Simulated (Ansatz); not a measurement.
Geometry optimisation in Ansatz: input, command and trajectory.

```yaml
crystal:
  lattice:
    - [0.0, 0.0, 7.2721856022]
    - [-7.3000215323, 0.0, 0.0]
    - [1.8250053831, -7.1725175953, 0.0]
  atoms:
    - { symbol: Hf, position: [0.1238277811, 0.4457421407, 0.7836061677] }
    - { symbol: Hf, position: [0.6246370283, 0.4426842607, 0.787363013] }
    - { symbol: Hf, position: [0.1246653869, 0.9477874875, 0.7897428328] }
    - { symbol: Hf, position: [0.6277446529, 0.9425610411, 0.7864170928] }
    - { symbol: Hf, position: [0.3716252868, 0.0556247965, 0.2105889335] }
    - { symbol: Hf, position: [0.8768139875, 0.0453586205, 0.1988632829] }
    - { symbol: Hf, position: [0.3746373504, 0.551639529, 0.2086453347] }
    - { symbol: Hf, position: [0.8759329074, 0.5487764567, 0.2082093807] }
    - { symbol: Si, position: [0.1235041143, 0.2742503613, 0.1095863861] }
    - { symbol: Si, position: [0.6251452236, 0.2804718512, 0.1127959799] }
    - { symbol: Si, position: [0.1205536784, 0.7766782388, 0.1134584977] }
    - { symbol: Si, position: [0.6241134708, 0.7734285725, 0.1092057362] }
    - { symbol: Si, position: [0.3782912038, 0.224931981, 0.8867129137] }
    - { symbol: Si, position: [0.3788096364, 0.7185661294, 0.8803522167] }
    - { symbol: Si, position: [0.8766894207, 0.7248818567, 0.8933698752] }
    - { symbol: Si, position: [0.1304472158, 0.129430586, 0.4963269808] }
    - { symbol: Si, position: [0.1255652252, 0.6296926801, 0.5018278262] }
    - { symbol: Si, position: [0.6289367668, 0.624550306, 0.5047889014] }
    - { symbol: Si, position: [0.8736552443, 0.3787192816, 0.4944414331] }
    - { symbol: Si, position: [0.3764069235, 0.8771163315, 0.5039920197] }
  symmetry: { detect: false }
basis:
  ecutwfc: 420
kpoints:
  mp_grid: { grid: [2, 2, 2], shift: [0.5, 0.5, 0.5] }
hamiltonian:
  xc: pbesol
scf:
  occupations: { method: gaussian, width: 0.1 }
  lower_state_search: "off"
output:
  forces: true
  stress: true
  eigenvalues: true
relax:
  adjacent_minimum: "off"
  f_tol: 0.04
  max_steps: 50
  cell: { stress_tol: 0.3 }
```

```bash
ansatz run input.yaml --threads 4 --pin off --max-ram 9216MiB --backend cpu --events-out ev --progress --plain --runs-dir out
```

Computed with DFT PBEsol, scalar-relativistic, plane waves, PAW in Ansatz 0.2.0.

Of 9 frames 8 are shown, positions in Å and forces in eV/Å; the SCF threshold varies from step to step. Steps run on the plane waves of an earlier cell, with a Pulay correction in the pressure. The basis is chosen afresh for the last frame, the zero of the energies, and at times for earlier ones too; energy and pressure can step there, also at an unchanged geometry. Where two frames share a geometry here, they differ by under 2 meV/atom and 0.3 GPa. The mark taken_back stands on steps that the optimiser undid.

```xyz
20
Lattice="0.0000 0.0000 7.2722 -7.3000 0.0000 0.0000 1.8250 -7.1725 0.0000" Properties=species:S:1:pos:R:3:forces:R:3 pbc="T T T" step=1 free_energy_over_end_meV_per_atom=38.70 pressure_GPa=-3.12
Hf   -1.8238   -5.6204    0.9005   -0.0125   -0.9587   -0.0032
Hf   -1.7947   -5.6474    4.5425   -0.4625   -0.5482    0.3395
Hf   -5.4776   -5.6644    0.9066    0.0188   -0.6327    0.2209
Hf   -5.4455   -5.6406    4.5651   -0.2864   -0.5610   -0.3274
Hf   -0.0217   -1.5105    2.7025    0.5732    0.4052    0.2373
Hf    0.0318   -1.4264    6.3764   -1.0034   -0.3395   -0.1826
Hf   -3.6462   -1.4965    2.7244    0.3086    0.1104   -0.1883
Hf   -3.6261   -1.4934    6.3699   -0.1717    0.2761   -0.0235
Si   -1.8020   -0.7860    0.8981   -0.2617    0.7372   -0.2652
Si   -1.8416   -0.8090    4.5462    0.3145    0.3795    0.4800
Si   -5.4627   -0.8138    0.8767    0.1004   -0.0509    0.9504
Si   -5.4467   -0.7833    4.5387   -0.3359   -0.0850   -0.2506
Si   -0.0238   -6.3600    2.7510    0.4372    0.1618   -0.1784
Si   -3.6389   -6.3143    2.7548    0.0623    0.1911   -0.3537
Si   -3.6612   -6.4077    6.3754    0.2970    0.5437   -0.2416
Si   -0.0390   -3.5599    0.9486    0.1498   -0.1419   -0.2416
Si   -3.6809   -3.5994    0.9131   -0.0403    0.2303    0.0358
Si   -3.6380   -3.6206    4.5737   -0.1061    0.4915   -0.1330
Si   -1.8623   -3.5464    6.3534    0.4369   -0.3594    0.2486
Si   -5.4832   -3.6149    2.7373   -0.0183    0.1506   -0.1236
20
Lattice="-0.0246 0.0204 7.2226 -7.2835 0.0044 0.0247 1.8252 -6.8212 -0.0263" Properties=species:S:1:pos:R:3:forces:R:3 pbc="T T T" step=2 free_energy_over_end_meV_per_atom=16.08 pressure_GPa=3.84
Hf   -1.8039   -5.5101    0.8654   -0.2846    0.7583    0.2081
Hf   -1.8544   -5.4546    4.5512    0.3649    0.3242   -0.4341
Hf   -5.4542   -5.4782    0.9104    0.1277    0.5431   -0.2414
Hf   -5.4765   -5.4176    4.5000    0.3501    0.5870    0.2299
Hf   -0.0018   -1.3493    2.6952   -0.5966   -0.5274   -0.1258
Hf   -0.0908   -1.3810    6.3261    0.9869   -0.1240    0.0996
Hf   -3.5724   -1.3533    2.7083   -0.0428   -0.1988    0.1177
Hf   -3.6642   -1.3384    6.3336   -0.1507   -0.3517    0.0918
Si   -1.8262   -0.6264    0.8460    0.2906   -0.3042    0.2307
Si   -1.8104   -0.6800    4.5904   -0.3433    0.0269   -0.3471
Si   -5.4620   -0.8018    0.9361   -0.0466   -0.5018   -0.1431
Si   -5.4984   -0.7659    4.5032    0.2504   -0.4566    0.2805
Si    0.0095   -5.9511    2.7214   -0.2611    0.2462   -0.0893
Si   -3.6334   -5.9445    2.7084    0.1061    0.3656   -0.0537
Si   -3.6718   -6.0391    6.3152   -0.4267    0.2774   -0.0144
Si   -0.0079   -3.4316    0.9071   -0.0176   -0.0792    0.0915
Si   -3.6552   -3.4102    0.9125    0.0492   -0.1011   -0.0578
Si   -3.6488   -3.3649    4.5397   -0.1674   -0.2521   -0.0724
Si   -1.8483   -3.4196    6.3252   -0.0964   -0.0417    0.1875
Si   -5.4673   -3.3970    2.7058   -0.0923   -0.1900    0.0419
20
Lattice="-0.0291 0.0031 7.2161 -7.3924 -0.0094 0.0292 1.8389 -6.9053 -0.0103" Properties=species:S:1:pos:R:3:forces:R:3 pbc="T T T" step=3 free_energy_over_end_meV_per_atom=2.65 pressure_GPa=-0.05
Hf   -1.8777   -5.5295    0.9136    0.0713   -0.1215    0.0448
Hf   -1.8909   -5.5082    4.5240    0.0560   -0.0211   -0.0141
Hf   -5.5362   -5.5219    0.9126   -0.0306   -0.0912   -0.0208
Hf   -5.5427   -5.4608    4.5215   -0.0464   -0.1002    0.0096
Hf   -0.0354   -1.4199    2.6961   -0.0167    0.0475    0.0238
Hf   -0.0475   -1.4325    6.3194    0.0835   -0.0929   -0.0204
Hf   -3.6347   -1.3929    2.7117    0.1024   -0.0664    0.0132
Hf   -3.7221   -1.3975    6.3422   -0.0387    0.0361    0.0190
Si   -1.8322   -0.6627    0.8564   -0.0169    0.1845    0.0042
Si   -1.8557   -0.6946    4.5753    0.0427    0.1466    0.0989
Si   -5.5488   -0.8441    0.9389   -0.0230   -0.1859    0.0754
Si   -5.5665   -0.8113    4.5075   -0.0120   -0.2364    0.0807
Si   -0.0056   -6.0236    2.7242    0.0160    0.1748   -0.0477
Si   -3.7111   -6.0398    2.7277   -0.0640    0.1693   -0.1107
Si   -3.7470   -6.1406    6.3287   -0.0412    0.1474   -0.1148
Si   -0.0237   -3.4989    0.9218    0.0200   -0.0179   -0.0679
Si   -3.7267   -3.4652    0.9221   -0.0230   -0.0125   -0.0258
Si   -3.7162   -3.4421    4.5416   -0.0726    0.0306   -0.0550
Si   -1.9044   -3.4796    6.3449    0.0830    0.0355    0.0763
Si   -5.5558   -3.4576    2.7099   -0.0896   -0.0263    0.0315
20
Lattice="-0.0465 -0.0241 7.1311 -7.5691 -0.0402 0.0467 1.8528 -6.7606 0.0121" Properties=species:S:1:pos:R:3:forces:R:3 pbc="T T T" step=4 free_energy_over_end_meV_per_atom=6.74 pressure_GPa=-0.10 taken_back
Hf   -1.9966   -5.4627    0.9568    0.1153    0.2174    0.1473
Hf   -1.9997   -5.4048    4.4676    0.0627    0.0374   -0.0619
Hf   -5.6637   -5.4700    0.8944   -0.1840    0.1020    0.2299
Hf   -5.6961   -5.3997    4.5271    0.0294   -0.0986   -0.1415
Hf   -0.1135   -1.3833    2.6771    0.0764    0.0553   -0.0030
Hf   -0.0181   -1.4855    6.2343   -0.0625   -0.0988   -0.0597
Hf   -3.5962   -1.4028    2.6935   -0.3421    0.0075    0.0529
Hf   -3.8074   -1.3691    6.2915   -0.1393    0.0536   -0.0080
Si   -1.8443   -0.5621    0.8101   -0.0658   -0.2183    0.0553
Si   -1.8814   -0.5613    4.5922    0.0441   -0.0980   -0.0299
Si   -5.6722   -0.9985    0.9860    0.1001    0.3007   -0.1433
Si   -5.6816   -1.0061    4.4365    0.0331    0.1997    0.0242
Si   -0.0175   -5.7265    2.7034   -0.1139   -0.1699   -0.0001
Si   -3.8693   -5.9243    2.7240    0.0311   -0.2126    0.0515
Si   -3.8631   -6.0893    6.2576   -0.0042   -0.1741    0.0809
Si   -0.0421   -3.4992    0.9229   -0.0907    0.1209   -0.1966
Si   -3.9106   -3.4312    0.9054    0.2002    0.0407   -0.0831
Si   -3.9056   -3.3967    4.5179    0.1570   -0.0439    0.0447
Si   -1.9897   -3.4292    6.3369   -0.0588   -0.0093   -0.0335
Si   -5.7763   -3.4072    2.7149    0.2121   -0.0114    0.0739
20
Lattice="-0.0375 -0.0216 7.2154 -7.4242 -0.0221 0.0376 1.8344 -6.8523 0.0119" Properties=species:S:1:pos:R:3:forces:R:3 pbc="T T T" step=5 free_energy_over_end_meV_per_atom=0.13 pressure_GPa=-0.10
Hf   -1.9094   -5.5029    0.9490   -0.0008   -0.0055    0.0429
Hf   -1.9244   -5.4774    4.5358    0.0103   -0.0221   -0.0177
Hf   -5.5659   -5.5094    0.9287   -0.0447   -0.0505    0.0159
Hf   -5.5752   -5.4585    4.5501    0.0092   -0.0044   -0.0068
Hf   -0.0650   -1.4065    2.7023    0.0140    0.0275   -0.0136
Hf   -0.0356   -1.4756    6.3139    0.0408   -0.0191    0.0023
Hf   -3.6034   -1.4131    2.7248   -0.0584    0.0194   -0.0206
Hf   -3.7421   -1.3982    6.3540   -0.0016    0.0429    0.0219
Si   -1.8320   -0.6259    0.8469    0.0036    0.0084    0.0481
Si   -1.8555   -0.6426    4.6100    0.0043    0.0417   -0.0424
Si   -5.5673   -0.9069    0.9646    0.0047    0.0191   -0.0443
Si   -5.5843   -0.9052    4.5057    0.0338    0.0100    0.0126
Si   -0.0168   -5.9125    2.7414    0.0091   -0.0212    0.0018
Si   -3.7523   -6.0029    2.7471   -0.0009   -0.0133    0.0123
Si   -3.7785   -6.1318    6.3431   -0.0122   -0.0179    0.0056
Si   -0.0269   -3.4913    0.9161    0.0230   -0.0253   -0.0228
Si   -3.7793   -3.4514    0.9162   -0.0082   -0.0196   -0.0078
Si   -3.7732   -3.4324    4.5597   -0.0124   -0.0180   -0.0017
Si   -1.9280   -3.4775    6.3841   -0.0305    0.0161   -0.0086
Si   -5.6170   -3.4544    2.7409    0.0166    0.0318    0.0230
20
Lattice="-0.0410 -0.0324 7.2092 -7.4360 -0.0204 0.0412 1.8389 -6.8425 0.0217" Properties=species:S:1:pos:R:3:forces:R:3 pbc="T T T" step=6 free_energy_over_end_meV_per_atom=-0.04 pressure_GPa=-0.02
Hf   -1.9132   -5.4895    0.9715   -0.0054   -0.0096    0.0050
Hf   -1.9264   -5.4783    4.5434   -0.0080    0.0106    0.0227
Hf   -5.5797   -5.5156    0.9454    0.0097    0.0120    0.0168
Hf   -5.5832   -5.4530    4.5613    0.0023   -0.0062    0.0205
Hf   -0.0588   -1.4063    2.7004    0.0062   -0.0256   -0.0212
Hf   -0.0365   -1.4874    6.3020   -0.0297    0.0011    0.0035
Hf   -3.6226   -1.4122    2.7187    0.0571    0.0145    0.0317
Hf   -3.7436   -1.3920    6.3540   -0.0172    0.0111   -0.0312
Si   -1.8339   -0.6322    0.8565   -0.0089   -0.0128    0.0079
Si   -1.8585   -0.6457    4.5986    0.0041   -0.0053    0.0120
Si   -5.5777   -0.9061    0.9568    0.0018    0.0079   -0.0061
Si   -5.5890   -0.9117    4.5094    0.0050   -0.0127    0.0113
Si   -0.0155   -5.9057    2.7539   -0.0114    0.0074   -0.0092
Si   -3.7616   -6.0066    2.7631    0.0122    0.0174   -0.0399
Si   -3.7869   -6.1222    6.3543    0.0105   -0.0023   -0.0045
Si   -0.0118   -3.4926    0.9027    0.0127   -0.0109   -0.0047
Si   -3.7995   -3.4514    0.9103   -0.0080    0.0041   -0.0057
Si   -3.7758   -3.4321    4.5583   -0.0087    0.0070   -0.0007
Si   -1.9459   -3.4768    6.3923   -0.0036   -0.0025   -0.0001
Si   -5.6242   -3.4482    2.7539   -0.0205   -0.0050   -0.0080
20
Lattice="-0.0402 -0.0472 7.2135 -7.4335 -0.0163 0.0403 1.8423 -6.8397 0.0364" Properties=species:S:1:pos:R:3:forces:R:3 pbc="T T T" step=7 free_energy_over_end_meV_per_atom=-0.04 pressure_GPa=0.01 taken_back
Hf   -1.9061   -5.4860    0.9882   -0.0168    0.0245    0.0024
Hf   -1.9217   -5.4826    4.5651    0.0171   -0.0202    0.0025
Hf   -5.5705   -5.5143    0.9641   -0.0082   -0.0503   -0.0114
Hf   -5.5722   -5.4576    4.5804   -0.0062    0.0237    0.0214
Hf   -0.0582   -1.4175    2.6975   -0.0351    0.0433   -0.0126
Hf   -0.0406   -1.4993    6.3077    0.0343   -0.0015   -0.0091
Hf   -3.6121   -1.4126    2.7260   -0.0690   -0.0070   -0.0034
Hf   -3.7450   -1.3996    6.3537    0.0234   -0.0160    0.0162
Si   -1.8358   -0.6347    0.8589   -0.0045   -0.0073    0.0101
Si   -1.8537   -0.6520    4.6028   -0.0019    0.0126    0.0045
Si   -5.5727   -0.9052    0.9581    0.0021    0.0027    0.0047
Si   -5.5895   -0.9170    4.5088    0.0285   -0.0139    0.0102
Si   -0.0097   -5.9047    2.7739   -0.0047   -0.0021   -0.0055
Si   -3.7514   -5.9995    2.7782   -0.0070   -0.0116   -0.0158
Si   -3.7798   -6.1320    6.3755    0.0035    0.0088   -0.0046
Si    0.0067   -3.4966    0.8858   -0.0058   -0.0189   -0.0042
Si   -3.8054   -3.4446    0.9176    0.0098   -0.0166   -0.0113
Si   -3.7653   -3.4362    4.5524   -0.0010    0.0062    0.0092
Si   -1.9568   -3.4867    6.4141   -0.0026    0.0138   -0.0069
Si   -5.6375   -3.4538    2.7708    0.0443    0.0298    0.0036
20
Lattice="-0.0416 -0.0399 7.2113 -7.4360 -0.0216 0.0417 1.8377 -6.8389 0.0289" Properties=species:S:1:pos:R:3:forces:R:3 pbc="T T T" step=9 free_energy_over_end_meV_per_atom=0.00 pressure_GPa=-0.01
Hf   -1.9151   -5.4857    0.9804   -0.0043   -0.0077    0.0077
Hf   -1.9280   -5.4815    4.5558   -0.0014    0.0053    0.0039
Hf   -5.5797   -5.5198    0.9560    0.0040    0.0074    0.0080
Hf   -5.5830   -5.4547    4.5717   -0.0031   -0.0026    0.0132
Hf   -0.0588   -1.4101    2.6966   -0.0015   -0.0046    0.0027
Hf   -0.0384   -1.4939    6.3067   -0.0066   -0.0006   -0.0143
Hf   -3.6183   -1.4149    2.7250    0.0050    0.0031   -0.0082
Hf   -3.7446   -1.3952    6.3530   -0.0002    0.0006    0.0037
Si   -1.8373   -0.6350    0.8591   -0.0007   -0.0087    0.0035
Si   -1.8548   -0.6483    4.6013   -0.0006   -0.0010    0.0028
Si   -5.5740   -0.9079    0.9578   -0.0015    0.0022    0.0005
Si   -5.5910   -0.9194    4.5106    0.0103   -0.0069    0.0002
Si   -0.0176   -5.9026    2.7636   -0.0005    0.0034   -0.0004
Si   -3.7606   -6.0042    2.7712    0.0007    0.0027   -0.0134
Si   -3.7884   -6.1270    6.3648    0.0043    0.0028    0.0009
Si   -0.0047   -3.4966    0.8954    0.0010    0.0017   -0.0035
Si   -3.8078   -3.4489    0.9102    0.0000    0.0000   -0.0053
Si   -3.7758   -3.4352    4.5592   -0.0045    0.0035   -0.0005
Si   -1.9529   -3.4807    6.4024   -0.0013   -0.0023    0.0006
Si   -5.6299   -3.4513    2.7610    0.0010    0.0016   -0.0020
```

The run took 53 s on 4 threads of Intel(R) Xeon(R) 6975P-C (Granite Rapids), on a shared host, peak memory 1.4 GiB.

The k mesh is coarse. Spin–orbit coupling is left out, which can shift energies with elements as heavy as these.